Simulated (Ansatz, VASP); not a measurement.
SrO in VASP and in Ansatz

```
Sr O
1.0
     3.48075    0.00000    0.00000
    -1.74038    3.01442    0.00000
     0.00000    0.00000    6.09038
Sr O
2 2
Direct
  0.66667 0.33333 0.75000
  0.33333 0.66667 0.25000
  0.00000 0.00000 0.50000
  0.00000 0.00000 0.00000
```

Change from the starting cell: volume scaled by 0.94.

Alike in both runs: task single point; functional PBEsol; k mesh 9 × 9 × 5; occupations fermi-dirac, width 0.05 eV; no spin polarisation.

|  | VASP | Ansatz |
| --- | --- | --- |
| version | VASP 6.6.1 | Ansatz 0.2.0 |
| potentials or method | VASP PAW PBE potentials, release 64 (Sr_sv, O), cutoff 520 eV | all-electron LAPW, scalar-relativistic |

VASP gave:

```
gap on the k mesh at the Fermi level (eV)       : 2.99
least direct gap on the mesh (eV)               : 3.25
pressure (GPa)                                  : 4.1
largest component of the traceless stress (GPa) : 0.24
```

Q: Estimate Ansatz's values.

A: gap on the k mesh at the Fermi level (eV): 3.03; least direct gap on the mesh (eV): 3.28; pressure (GPa): 3.3; largest component of the traceless stress (GPa): 0.24.

Ansatz ran all-electron here, so the differences hold the error of VASP's frozen core and of both bases.

Caveats: an odd mesh through Γ misses points on the zone boundary, where band edges often lie; the PAW data sets were made with another functional, which shifts forces and pressure a little (VASP).
